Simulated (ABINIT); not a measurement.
The system is CdF2.

```
Cd F
1.0
     0.00000    2.69400    2.69400
     2.69400    0.00000    2.69400
     2.69400    2.69400    0.00000
Cd F
1 2
Direct
  0.00000 0.00000 0.00000
  0.75000 0.75000 0.75000
  0.25000 0.25000 0.25000
```

Base run:

- Program: ABINIT 10.8.3 (patched build)
- Functional: PBE
- Potentials or basis: SPMS NC PBE v1.0
- Cutoff: 1088 eV
- k mesh: 7 × 7 × 7
- Occupations: fermi-dirac, width 0.05 eV
- Spin: no spin polarisation

Its results: band gap on the k mesh 3.19 eV, indirect (least direct gap 3.64 eV); pressure 5.1 GPa.

Q: The run is repeated on the same cell with these changes: potentials or basis from SPMS NC PBE v1.0 to PseudoDojo NC SR PBE v0.4 stringent; cutoff from 1088 eV to 1469 eV. What comes out?

A: Band gap on the k mesh 3.18 eV, indirect (least direct gap 3.62 eV); pressure 4.5 GPa.

Caveats: an odd mesh through Γ misses points on the zone boundary, where band edges often lie.

Not every run made on this cell is shown here.
